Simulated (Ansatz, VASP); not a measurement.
## Two plane-wave programs on Tl

File INCAR:

```
PREC = Accurate
ENCUT = 600
EDIFF = 1E-6
ISMEAR = 0
SIGMA = 0.1
LREAL = False
LASPH = True
NELM = 100
ALGO = Fast
ISIF = 3
LWAVE = False
LCHARG = False
GGA = CA
IBRION = 2
NSW = 70
EDIFFG = -0.005
```

KPOINTS

```
regular mesh
0
Gamma
  15 15 8
```

Contents of POSCAR:

```
Tl
1.0
    3.5345601881      0.0000000000      0.0000000000
   -1.7672800941      3.0610189141      0.0000000000
    0.0000000000      0.0000000000      5.4733818347
Tl
2
Direct
    0.3333333333      0.6666666667      0.2500000000
    0.6666666667      0.3333333333      0.7500000000
```

Input for Ansatz:

```yaml
crystal:
  lattice:
    - [3.5345601881, 0.0, 0.0]
    - [-1.7672800941, 3.0610189141, 0.0]
    - [0.0, 0.0, 5.4733818347]
  atoms:
    - { symbol: Tl, position: [0.3333333333, 0.6666666667, 0.25] }
    - { symbol: Tl, position: [0.6666666667, 0.3333333333, 0.75] }
basis:
  ecutwfc: 420
kpoints:
  mp_grid: { grid: [15, 15, 8] }
hamiltonian:
  xc: lda
scf:
  occupations: { method: gaussian, width: 0.1 }
output:
  forces: true
  stress: true
  eigenvalues: true
relax:
  adjacent_minimum: "off"
  f_tol: 0.005
  max_steps: 50
  cell: { stress_tol: 0.05 }
```

Alike in both runs: task relaxation of cell and atoms; functional LDA; k mesh 15 × 15 × 8; occupations gaussian, width 0.1 eV; no spin polarisation.

|  | VASP | Ansatz |
| --- | --- | --- |
| version | VASP 6.6.1 | Ansatz 0.2.0 |
| potentials or method | VASP PAW LDA potentials, release 64 (Tl_d) | scalar-relativistic, plane waves, PAW |
| plane-wave cutoff (eV) | 600 | 420 |
| valence electrons in the cell | 26 | 26 |

|  | VASP | Ansatz | Ansatz less VASP |
| --- | --- | --- | --- |
| gap on the k mesh at the Fermi level, each at its own relaxed structure (eV) | none | none | - |
| relaxed volume (Å³/atom) | 27.44 | 27.34 | -0.099 |
| relaxed cell length with the largest relative difference (Å) | 5.310 | 5.303 | -0.0071 |
| energy change over the relaxation (meV/atom) | -20 | -22 | -1.8 |

A gap of «none» marks a metal or a gap that the smearing closes.

Spin-orbit coupling is left out, which matters for the levels of Tl. Zero-point motion and thermal expansion aren't in these numbers. LDA usually gives volumes a few per cent too small.
